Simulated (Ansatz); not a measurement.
# Property card for LiCl

Theory: DFT r2SCAN, scalar-relativistic, plane waves, PAW (Ansatz 0.2.0).

Settings: cutoff 500 eV, Γ-centred mesh 8×8×8 on the computed 2-atom cell, Gaussian smearing of 0.02 eV; no spin polarisation.

The structure is relaxed at this level of theory with its symmetry kept.

```
CELL_PARAMETERS angstrom
0.00000 2.55620 2.55620
2.55620 0.00000 2.55620
2.55620 2.55620 0.00000
ATOMIC_POSITIONS crystal
Li 0.00000 0.00000 0.00000
Cl 0.50000 0.50000 0.50000
```

(1) Formation energy from the elements' standard states (uncorrected)?

(2) Generalised Kohn–Sham band gap?

(3) Löwdin character of the top 1 eV of the valence band?

(4) Electron masses at the edge by Cartesian direction of the standard setting (m_e; degenerate bands sorted by energy; no spin-orbit coupling)?

(5) Hole masses at the edge by Cartesian direction of the standard setting (m_e; degenerate bands sorted by energy; no spin-orbit coupling)?

(6) Bulk modulus?

(7) Its pressure derivative?

(8) Electronic dielectric constant xx, yy, zz of the standard setting (independent particles)?

(9) Bader charges (e)?

## Answers

(1) -2.071 eV/atom.

(2) 7.29 eV, indirect from (-0.062, 0.000, 0.062) to Γ.

(3) Cl 3p 99 %.

(4) x: 0.47; y: 0.47; z: 0.47.

(5) x: 1.2; y: 1.9; z: 1.2.

(6) 35 GPa.

(7) 4.4.

(8) 3.0, 3.0, 3.0.

(9) Li (1 in the cell) 0.91, Cl (1 in the cell) -0.91.